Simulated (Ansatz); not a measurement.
# InAs (F-43m): the equilibrium volume

At what volume is InAs (F-43m) free of pressure?

The COD entry's cell or inner coordinates are ideal or old and differ from later refinements, so a difference from it is no clean test against experiment.

Computed with Ansatz 0.2.0 (DFT r²SCAN, scalar-relativistic, plane waves, PAW (the target; the first runs use scalar-relativistic PBE), unless a step's input says otherwise).

## (1) Starting point

Symmetry: F-43m, No. 216, cubic system. The conventional cell has a = 6.096 Å, b = 6.096 Å, c = 6.096 Å, α = 90.00°, β = 90.00°, γ = 90.00°. In (site symmetry -43m) is surrounded by 4 As at 2.64 Å. Around As (site symmetry -43m) lie 4 In at 2.64 Å.

Structure file:

```
In As
1.0
     0.00000    3.04780    3.04780
     3.04780    0.00000    3.04780
     3.04780    3.04780    0.00000
In As
1 1
Direct
  0.00000 0.00000 0.00000
  0.75000 0.75000 0.75000
```

## (2) At the starting volume (PBE, 6×6×6 mesh)

Input file input.yaml:

```yaml
crystal:
  lattice:
    - [0.0, 3.0478022062, 3.0478022062]
    - [3.0478022062, 0.0, 3.0478022062]
    - [3.0478022062, 3.0478022062, 0.0]
  atoms:
    - { symbol: In, position: [0.0, 0.0, 0.0] }
    - { symbol: As, position: [0.75, 0.75, 0.75] }
basis:
  ecutwfc: 420
  ecutrho_ratio: 4
kpoints:
  mp_grid: { grid: [6, 6, 6] }
hamiltonian:
  xc: pbe
scf:
  occupations: { method: gaussian, width: 0.05 }
output:
  forces: true
  stress: true
  eigenvalues: true
```

Started as:

```sh
> ansatz run input.yaml --threads 4 --pin off --max-ram 7168MiB --backend cpu --events-out ev --progress --plain --runs-dir out
```

Output (excerpt; [...] marks lines left out):

```text
Warning: RAYON_NUM_THREADS=4 ignored (pool sized by the plan → 4); use --threads N
[...]
Pseudopotentials: kind: paw
Pseudopotential: In, paw, valence charge 13, recommended cutoff 420 eV (normal), In.paw.azcp
Pseudopotential: As, paw, valence charge 15, recommended cutoff 420 eV (normal), As.paw.azcp
Functional definition: PBE
[...]
Crystal: 2 atoms, lattice volume = 56.623 Å³
Basis set: ecut = 420 eV, 1067 PW (Γ), exchange–correlation on 60×60×60 points (8 copies of the dense FFT grid, shifted against one another)
Bands: 18, of which v1, the nominal top of the filled ones, is band 14 counted from 1 (13 counted from 0)
Symmetry: 24 space group operations
Space group: F-43m (ITA 216), of the structure as read, at distance tolerance 3.8e-5 Å
k-points: 16 of 216 (time reversal used)
[...]
SCF iter   1: F=—  HF=-10454.435240 eV  |F-HF|=—  |Δ(HF+E_count)|=         —  Δρ=2.20e-3  dr2=5.99e-3  ethr=1.77e-3  ⟨swp⟩=6.0  Hψ=1400  notcnv=0
[...]
SCF iter   6: F=-10454.432563 eV  HF=-10454.432563 eV  |F-HF|=7.26e-9  |Δ(HF+E_count)|=   1.03e-7  Δρ=5.58e-6  dr2=1.27e-8  ethr=3.57e-10  ⟨swp⟩=6.1  Hψ=1366  notcnv=0
[...]
SCF converged after 6 iterations
Free energy (F): -10454.432563 eV
[...]
E sigma→0 (E₀):  -10454.432385 eV
Entropy (-TS):   -0.000357 eV (-0.179 meV/atom)
Fermi energy:    7.551935 eV
[...]
--- Forces (eV/Å), atoms counted from 1 ---
  atom   1  In    -0.00000000     0.00000000    -0.00000000
  atom   2  As     0.00000000    -0.00000000     0.00000000
[...]
--- Stress (GPa, compression-positive) ---
        2.469186      -0.000000      -0.000000
        0.000000       2.469186       0.000000
       -0.000000       0.000000       2.469186
  P = ⅓ Tr σ = 2.4692 GPa (24.692 kbar)
--- Band table (eV; the first three rows and the last of 16) ---
  k-point 0: bands = ["-27.3977", "-27.3977", "-27.3977", "-27.3905", "-27.3905", "-6.8091", "-6.8091", "-6.8091", "-6.6934", "-6.6934", "-4.1742", "7.2140", "7.5367", "7.5367", "7.5367", "11.4385", "11.4385", "11.4385"]
[...]
```

Run time: 0.5 s. Hardware: 4 threads of Arm Neoverse V2, shared host; peak memory 0.33 GiB.

This gives: volume 28.311 Å³/atom, pressure 2.47 GPa, no gap.

## (3) Stepping to 28.777 Å³/atom (PBE, 6×6×6 mesh)

Changes to input.yaml since step 2:

```diff
@@ -2,5 +2,5 @@
   lattice:
-    - [0.0, 3.0478022062, 3.0478022062]
-    - [3.0478022062, 0.0, 3.0478022062]
-    - [3.0478022062, 3.0478022062, 0.0]
+    - [0.0, 3.0644348097, 3.0644348097]
+    - [3.0644348097, 0.0, 3.0644348097]
+    - [3.0644348097, 3.0644348097, 0.0]
   atoms:
```

Started as:

```sh
> ansatz run input.yaml --threads 4 --pin off --max-ram 7168MiB --backend cpu --events-out ev --progress --plain --runs-dir out
```

Output (excerpt; [...] marks lines left out):

```text
Warning: RAYON_NUM_THREADS=4 ignored (pool sized by the plan → 4); use --threads N
[...]
[... 4 set-up lines as earlier in the session ...]
[...]
Crystal: 2 atoms, lattice volume = 57.555 Å³
Basis set: ecut = 420 eV, 1139 PW (Γ), exchange–correlation on 60×60×60 points (8 copies of the dense FFT grid, shifted against one another)
Bands: 18, of which v1, the nominal top of the filled ones, is band 14 counted from 1 (13 counted from 0)
[... 1 set-up line as earlier in the session ...]
Space group: F-43m (ITA 216), of the structure as read, at distance tolerance 3.9e-5 Å
k-points: 16 of 216 (time reversal used)
[...]
SCF iter   1: F=—  HF=-10454.446820 eV  |F-HF|=—  |Δ(HF+E_count)|=         —  Δρ=2.22e-3  dr2=6.26e-3  ethr=1.77e-3  ⟨swp⟩=6.0  Hψ=1397  notcnv=0
[...]
SCF iter   6: F=-10454.444131 eV  HF=-10454.444131 eV  |F-HF|=8.98e-9  |Δ(HF+E_count)|=   5.63e-8  Δρ=5.73e-6  dr2=1.37e-8  ethr=3.57e-10  ⟨swp⟩=6.2  Hψ=1370  notcnv=0
[...]
SCF converged after 6 iterations
Free energy (F): -10454.444131 eV
[...]
E sigma→0 (E₀):  -10454.443953 eV
Entropy (-TS):   -0.000357 eV (-0.179 meV/atom)
Fermi energy:    7.340907 eV
[...]
--- Forces (eV/Å), atoms counted from 1 ---
  atom   1  In    -0.00000000     0.00000000    -0.00000000
  atom   2  As     0.00000000    -0.00000000    -0.00000000
[...]
--- Stress (GPa, compression-positive) ---
        1.525147       0.000000      -0.000000
       -0.000000       1.525147       0.000000
        0.000000       0.000000       1.525147
  P = ⅓ Tr σ = 1.5251 GPa (15.251 kbar)
--- Band table (eV; the first three rows and the last of 16) ---
  k-point 0: bands = ["-27.5924", "-27.5924", "-27.5924", "-27.5856", "-27.5856", "-6.9909", "-6.9909", "-6.9909", "-6.8814", "-6.8814", "-4.2847", "6.9202", "7.3257", "7.3257", "7.3257", "11.2186", "11.2186", "11.2186"]
[...]
```

Run time: 0.5 s. Hardware: 4 threads of Arm Neoverse V2, shared host; peak memory 0.33 GiB.

Result: volume 28.777 Å³/atom, pressure 1.53 GPa, a metal on this mesh.

## (4) Next volume: 29.630 Å³/atom (PBE, 6×6×6 mesh)

Changes to input.yaml since step 3:

```diff
@@ -2,5 +2,5 @@
   lattice:
-    - [0.0, 3.0644348097, 3.0644348097]
-    - [3.0644348097, 0.0, 3.0644348097]
-    - [3.0644348097, 3.0644348097, 0.0]
+    - [0.0, 3.0944167663, 3.0944167663]
+    - [3.0944167663, 0.0, 3.0944167663]
+    - [3.0944167663, 3.0944167663, 0.0]
   atoms:
```

Started as:

```sh
> ansatz run input.yaml --threads 4 --pin off --max-ram 7168MiB --backend cpu --events-out ev --progress --plain --runs-dir out
```

Output (excerpt; [...] marks lines left out):

```text
Warning: RAYON_NUM_THREADS=4 ignored (pool sized by the plan → 4); use --threads N
[...]
[... 4 set-up lines as earlier in the session ...]
[...]
Crystal: 2 atoms, lattice volume = 59.261 Å³
Basis set: ecut = 420 eV, 1139 PW (Γ), exchange–correlation on 60×60×60 points (8 copies of the dense FFT grid, shifted against one another)
Bands: 18, of which v1, the nominal top of the filled ones, is band 14 counted from 1 (13 counted from 0)
[... 2 set-up lines as earlier in the session ...]
k-points: 16 of 216 (time reversal used)
[...]
SCF iter   1: F=—  HF=-10454.454675 eV  |F-HF|=—  |Δ(HF+E_count)|=         —  Δρ=2.22e-3  dr2=6.52e-3  ethr=1.77e-3  ⟨swp⟩=6.0  Hψ=1394  notcnv=0
[...]
SCF iter   6: F=-10454.452034 eV  HF=-10454.452034 eV  |F-HF|=5.02e-9  |Δ(HF+E_count)|=   7.90e-8  Δρ=5.46e-6  dr2=1.34e-8  ethr=3.57e-10  ⟨swp⟩=6.2  Hψ=1371  notcnv=0
[...]
SCF converged after 6 iterations
Free energy (F): -10454.452034 eV
[...]
E sigma→0 (E₀):  -10454.451855 eV
Entropy (-TS):   -0.000357 eV (-0.179 meV/atom)
Fermi energy:    6.973155 eV
[...]
--- Forces (eV/Å), atoms counted from 1 ---
  atom   1  In    -0.00000000     0.00000000     0.00000000
  atom   2  As     0.00000000    -0.00000000    -0.00000000
[...]
--- Stress (GPa, compression-positive) ---
        0.005301      -0.000000      -0.000000
        0.000000       0.005301       0.000000
       -0.000000       0.000000       0.005301
  P = ⅓ Tr σ = 0.0053 GPa (0.053 kbar)
--- Band table (eV; the first three rows and the last of 16) ---
  k-point 0: bands = ["-27.9343", "-27.9343", "-27.9343", "-27.9283", "-27.9283", "-7.3109", "-7.3109", "-7.3109", "-7.2120", "-7.2120", "-4.4793", "6.4057", "6.9579", "6.9579", "6.9579", "10.8334", "10.8334", "10.8334"]
[...]
```

Wall time 0.56 s (4 threads of Arm Neoverse V2, shared host); peak memory 0.33 GiB.

This gives: volume 29.630 Å³/atom, pressure 0.01 GPa, a metal on this mesh.

## (5) First run at r²SCAN

Changes to input.yaml since step 4:

```diff
@@ -9,8 +9,8 @@
 basis:
-  ecutwfc: 420
+  ecutwfc: 500
   ecutrho_ratio: 4
 kpoints:
-  mp_grid: { grid: [6, 6, 6] }
+  mp_grid: { grid: [10, 10, 10] }
 hamiltonian:
-  xc: pbe
+  xc: r2scan
 scf:
```

Started as:

```sh
> ansatz run input.yaml --threads 4 --pin off --max-ram 7168MiB --backend cpu --events-out ev --progress --plain --runs-dir out
```

Output (excerpt; [...] marks lines left out):

```text
Warning: RAYON_NUM_THREADS=4 ignored (pool sized by the plan → 4); use --threads N
[...]
[... 1 set-up line as earlier in the session ...]
Pseudopotential: In, paw, valence charge 13, recommended cutoff 500 eV (meta_gga), In.paw.azcp
Pseudopotential: As, paw, valence charge 15, recommended cutoff 500 eV (meta_gga), As.paw.azcp
Functional definition: r2SCAN
[...]
Crystal: 2 atoms, lattice volume = 59.261 Å³
Basis set: ecut = 500 eV, 1459 PW (Γ), exchange–correlation on 128×128×128 points (64 copies of the dense FFT grid, shifted against one another)
Bands: 18, of which v1, the nominal top of the filled ones, is band 14 counted from 1 (13 counted from 0)
[... 2 set-up lines as earlier in the session ...]
k-points: 47 of 1000 (time reversal used)
[...]
SCF iter   1: F=—  HF=-10477.159074 eV  |F-HF|=—  |Δ(HF+E_count)|=         —  Δρ=5.85e-3  dr2=1.16e-2  dr2_τ=6.49e-3  ethr=1.77e-3  ⟨swp⟩=6.0  Hψ=4295  notcnv=0
[...]
SCF iter   6: F=-10477.164066 eV  HF=-10477.164066 eV  |F-HF|=5.40e-9  |Δ(HF+E_count)|=   3.56e-7  Δρ=4.70e-6  dr2=2.08e-8  dr2_τ=3.73e-10  ethr=3.57e-10  ⟨swp⟩=3.0  Hψ=3611  notcnv=0
[...]
SCF converged after 6 iterations
Free energy (F): -10477.164066 eV
[...]
E sigma→0 (E₀):  -10477.164027 eV
Entropy (-TS):   -0.000078 eV (-0.039 meV/atom)
Fermi energy:    6.729399 eV
[...]
--- Forces (eV/Å), atoms counted from 1 ---
  atom   1  In    -0.00000000     0.00000000     0.00000000
  atom   2  As     0.00000000    -0.00000000    -0.00000000
[...]
--- Stress (GPa, compression-positive) ---
       -2.026990       0.000000       0.000000
        0.000000      -2.026990       0.000000
       -0.000000       0.000000      -2.026990
  P = ⅓ Tr σ = -2.0270 GPa (-20.270 kbar)
--- Band table (eV; the first three rows and the last of 47) ---
  k-point 0: bands = ["-28.8104", "-28.8104", "-28.8104", "-28.8023", "-28.8023", "-8.0579", "-8.0579", "-8.0579", "-7.9480", "-7.9480", "-5.1415", "6.5846", "6.7141", "6.7141", "6.7141", "10.9533", "10.9533", "10.9533"]
[...]
```

Run time: 2.7 s. Hardware: 4 threads of Arm Neoverse V2, shared host; peak memory 0.53 GiB.

In short: volume 29.630 Å³/atom, pressure -2.03 GPa, metallic.

## (6) Next volume: 29.230 Å³/atom

Changes to input.yaml since step 5:

```diff
@@ -2,5 +2,5 @@
   lattice:
-    - [0.0, 3.0944167663, 3.0944167663]
-    - [3.0944167663, 0.0, 3.0944167663]
-    - [3.0944167663, 3.0944167663, 0.0]
+    - [0.0, 3.0804149433, 3.0804149433]
+    - [3.0804149433, 0.0, 3.0804149433]
+    - [3.0804149433, 3.0804149433, 0.0]
   atoms:
```

Started as:

```sh
> ansatz run input.yaml --threads 4 --pin off --max-ram 7168MiB --backend cpu --events-out ev --progress --plain --runs-dir out
```

Output (excerpt; [...] marks lines left out):

```text
Warning: RAYON_NUM_THREADS=4 ignored (pool sized by the plan → 4); use --threads N
[...]
[... 4 set-up lines as earlier in the session ...]
[...]
Crystal: 2 atoms, lattice volume = 58.460 Å³
Basis set: ecut = 500 eV, 1459 PW (Γ), exchange–correlation on 128×128×128 points (64 copies of the dense FFT grid, shifted against one another)
Bands: 18, of which v1, the nominal top of the filled ones, is band 14 counted from 1 (13 counted from 0)
[... 2 set-up lines as earlier in the session ...]
k-points: 47 of 1000 (time reversal used)
[...]
SCF iter   1: F=—  HF=-10477.167103 eV  |F-HF|=—  |Δ(HF+E_count)|=         —  Δρ=5.89e-3  dr2=1.16e-2  dr2_τ=6.82e-3  ethr=1.77e-3  ⟨swp⟩=6.0  Hψ=4282  notcnv=0
[...]
SCF iter   6: F=-10477.172538 eV  HF=-10477.172538 eV  |F-HF|=1.16e-8  |Δ(HF+E_count)|=   6.16e-9  Δρ=2.97e-6  dr2=7.68e-9  dr2_τ=2.50e-10  ethr=3.32e-10  ⟨swp⟩=3.0  Hψ=3162  notcnv=0
[...]
SCF converged after 6 iterations
Free energy (F): -10477.172538 eV
[...]
E sigma→0 (E₀):  -10477.172498 eV
Entropy (-TS):   -0.000080 eV (-0.040 meV/atom)
Fermi energy:    6.900461 eV
[...]
--- Forces (eV/Å), atoms counted from 1 ---
  atom   1  In    -0.00000000     0.00000000    -0.00000000
  atom   2  As     0.00000000    -0.00000000     0.00000000
[...]
--- Stress (GPa, compression-positive) ---
       -1.354869       0.000000      -0.000000
       -0.000000      -1.354869       0.000000
       -0.000000       0.000000      -1.354869
  P = ⅓ Tr σ = -1.3549 GPa (-13.549 kbar)
--- Band table (eV; the first three rows and the last of 47) ---
  k-point 0: bands = ["-28.6507", "-28.6507", "-28.6507", "-28.6423", "-28.6423", "-7.9081", "-7.9081", "-7.9081", "-7.7931", "-7.7931", "-5.0532", "6.8287", "6.8845", "6.8845", "6.8845", "11.1330", "11.1330", "11.1330"]
[...]
```

Run time: 2.5 s. Hardware: 4 threads of Arm Neoverse V2, shared host; peak memory 0.52 GiB.

Result: volume 29.230 Å³/atom, pressure -1.35 GPa, a metal on this mesh.

## (7) Next volume: 28.505 Å³/atom

Changes to input.yaml since step 6:

```diff
@@ -2,5 +2,5 @@
   lattice:
-    - [0.0, 3.0804149433, 3.0804149433]
-    - [3.0804149433, 0.0, 3.0804149433]
-    - [3.0804149433, 3.0804149433, 0.0]
+    - [0.0, 3.054721663, 3.054721663]
+    - [3.054721663, 0.0, 3.054721663]
+    - [3.054721663, 3.054721663, 0.0]
   atoms:
```

Started as:

```sh
> ansatz run input.yaml --threads 4 --pin off --max-ram 7168MiB --backend cpu --events-out ev --progress --plain --runs-dir out
```

Output (excerpt; [...] marks lines left out):

```text
Warning: RAYON_NUM_THREADS=4 ignored (pool sized by the plan → 4); use --threads N
[...]
[... 4 set-up lines as earlier in the session ...]
[...]
Crystal: 2 atoms, lattice volume = 57.009 Å³
Basis set: ecut = 500 eV, 1459 PW (Γ), exchange–correlation on 128×128×128 points (64 copies of the dense FFT grid, shifted against one another)
Bands: 18, of which v1, the nominal top of the filled ones, is band 14 counted from 1 (13 counted from 0)
[... 2 set-up lines as earlier in the session ...]
k-points: 47 of 1000 (time reversal used)
[...]
SCF iter   1: F=—  HF=-10477.172476 eV  |F-HF|=—  |Δ(HF+E_count)|=         —  Δρ=5.95e-3  dr2=1.15e-2  dr2_τ=7.50e-3  ethr=1.77e-3  ⟨swp⟩=6.0  Hψ=4261  notcnv=0
[...]
SCF iter   6: F=-10477.178869 eV  HF=-10477.178869 eV  |F-HF|=2.77e-8  |Δ(HF+E_count)|=   2.12e-6  Δρ=1.09e-5  dr2=3.05e-8  dr2_τ=2.34e-9  ethr=3.57e-10  ⟨swp⟩=4.3  Hψ=4151  notcnv=0
[...]
SCF converged after 6 iterations
Free energy (F): -10477.178869 eV
[...]
E sigma→0 (E₀):  -10477.178845 eV
Entropy (-TS):   -0.000049 eV (-0.024 meV/atom)
Fermi energy:    7.258901 eV
[...]
--- Forces (eV/Å), atoms counted from 1 ---
  atom   1  In    -0.00000000     0.00000000     0.00000000
  atom   2  As     0.00000000    -0.00000000    -0.00000000
[...]
--- Stress (GPa, compression-positive) ---
       -0.013543       0.000000      -0.000000
        0.000000      -0.013543       0.000000
       -0.000000       0.000000      -0.013543
  P = ⅓ Tr σ = -0.0135 GPa (-0.135 kbar)
--- Band table (eV; the first three rows and the last of 47) ---
  k-point 0: bands = ["-28.3518", "-28.3518", "-28.3518", "-28.3427", "-28.3427", "-7.6279", "-7.6279", "-7.6279", "-7.5029", "-7.5029", "-4.8878", "7.2065", "7.2065", "7.2065", "7.2877", "11.4707", "11.4707", "11.4707"]
[...]
```

It took 2.6 s on 4 threads of Arm Neoverse V2, shared host; peak memory 0.53 GiB.

Read off: volume 28.505 Å³/atom, pressure -0.01 GPa, gap on the mesh 0.08 eV.

## (8) The way to zero pressure

| step | level | mesh | relaxed | volume (Å³/atom) | pressure (GPa) |
| --- | --- | --- | --- | --- | --- |
| 2 | PBE | 6×6×6 | nothing | 28.311 | 2.47 |
| 3 | PBE | 6×6×6 | nothing | 28.777 | 1.53 |
| 4 | PBE | 6×6×6 | nothing | 29.630 | 0.01 |
| 5 | r²SCAN | 10×10×10 | nothing | 29.630 | -2.03 |
| 6 | r²SCAN | 10×10×10 | nothing | 29.230 | -1.35 |
| 7 | r²SCAN | 10×10×10 | nothing | 28.505 | -0.01 |

How the cell compares, before and after:

| cell as typed | before | after | change |
| --- | --- | --- | --- |
| a (Å) | 4.310 | 4.320 | +0.2 % |
| b (Å) | 4.310 | 4.320 | +0.2 % |
| c (Å) | 4.310 | 4.320 | +0.2 % |
| volume (Å³/atom) | 28.311 | 28.505 | +0.7 % |
| shortest distance (Å) | 2.639 | 2.645 | +0.2 % |
| space group | F-43m | F-43m | same |

## (9) Results

| quantity | value |
| --- | --- |
| volume | 28.505 Å³/atom |
| pressure | -0.01 GPa |
| conventional cell | a = 6.109 Å, b = 6.109 Å, c = 6.109 Å, α = 90.00°, β = 90.00°, γ = 90.00° |
| gap on the mesh | 0.08 eV |

Over the 6 runs shown the cell moved from 28.31 to 28.50 Å³/atom, a change of +0.7 %, where the pressure is zero within 0.01 GPa. r²SCAN puts the volume about 4 % below the PBE estimate, which also had a coarser mesh.

Spin-orbit coupling is left out, though the cell holds In; it can move the gap. Real InAs has a narrow gap, which semilocal functionals close or nearly close; near the undistorted cell a metallic reading is the functional's, not the solid's.
